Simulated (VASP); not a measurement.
Crystal: ZrH.

```
Zr H
1.0
     0.00000   -3.28782    0.00000
     1.64391   -1.64391   -2.50440
     4.93172   -1.64391    2.50440
Zr H
2 2
Direct
  0.57399 0.40166 0.46860
  0.01867 0.01192 0.01727
  0.06879 0.13942 0.61540
  0.58855 0.69699 0.14872
```

The cell comes from a database or a generator and needn't be the stable form of this composition.

The cell isn't the ideal one: all atoms moved at random, sigma 0.15 Å a component.

| Property | Result |
| --- | --- |
| Program | VASP 6.6.1 |
| Task | relaxation of the atoms |
| Functional | PBEsol |
| Potentials or basis | VASP PAW PBE potentials, release 64 (Zr_sv, H) |
| Cutoff | 520 eV |
| k mesh | 9 × 9 × 5 |
| Occupations | gaussian, width 0.05 eV |
| Spin | no spin polarisation |

At the start: pressure -0.4 GPa; volume 13.54 Å³/atom.

Task: Where does the relaxation end?

Result: Over 29 steps the energy falls by 186.9 meV/atom; space group I-4m2 (No. 119, to 0.05 Å).

Step by step:
| step | energy change (eV) | largest force (eV/Å) | pressure (GPa) |
| --- | --- | --- | --- |
| 1 | 0.0000 | 2.4881 | -0.39 |
| 2 | -0.4756 | 1.1928 | -3.39 |
| 3 | -0.5564 | 1.0433 | -3.95 |
| 4 | -0.6471 | 0.6822 | -4.36 |
| 5 | -0.6966 | 0.4340 | -4.47 |
| 6 | -0.7143 | 0.2591 | -4.52 |
| 7 | -0.7172 | 0.2738 | -4.49 |
| 8 | -0.7265 | 0.1837 | -4.47 |
| 9 | -0.7355 | 0.2185 | -4.39 |
| 10 | -0.7431 | 0.1027 | -4.38 |
| 11 | -0.7447 | 0.0976 | -4.35 |
| 12 | -0.7447 | 0.1063 | -4.35 |
| 13 | -0.7463 | 0.0440 | -4.34 |
| 14 | -0.7464 | 0.0526 | -4.33 |
| 15 | -0.7470 | 0.0242 | -4.33 |
| 16 | -0.7470 | 0.0253 | -4.33 |
| 17 | -0.7471 | 0.0139 | -4.33 |
| 18 | -0.7471 | 0.0190 | -4.33 |
| 19 | -0.7472 | 0.0158 | -4.33 |
| 20 | -0.7473 | 0.0281 | -4.32 |
| 21 | -0.7474 | 0.0196 | -4.32 |
| 22 | -0.7475 | 0.0164 | -4.32 |
| 23 | -0.7475 | 0.0177 | -4.32 |
| 24 | -0.7475 | 0.0095 | -4.32 |
| 25 | -0.7475 | 0.0099 | -4.32 |
| 26 | -0.7475 | 0.0191 | -4.32 |
| 27 | -0.7475 | 0.0103 | -4.32 |
| 28 | -0.7476 | 0.0066 | -4.32 |
| 29 | -0.7476 | 0.0047 | -4.32 |

Final structure:
```
Zr H
1.0
     0.00000   -3.28782    0.00000
     1.64391   -1.64391   -2.50440
     4.93172   -1.64391    2.50440
Zr H
2 2
Direct
  0.49961 0.50023 0.50003
  0.00040 0.99938 0.00006
  0.12446 0.12577 0.62501
  0.62553 0.62462 0.12490
```

Caveat: the PAW data sets were made with another functional, which shifts forces and pressure a little.
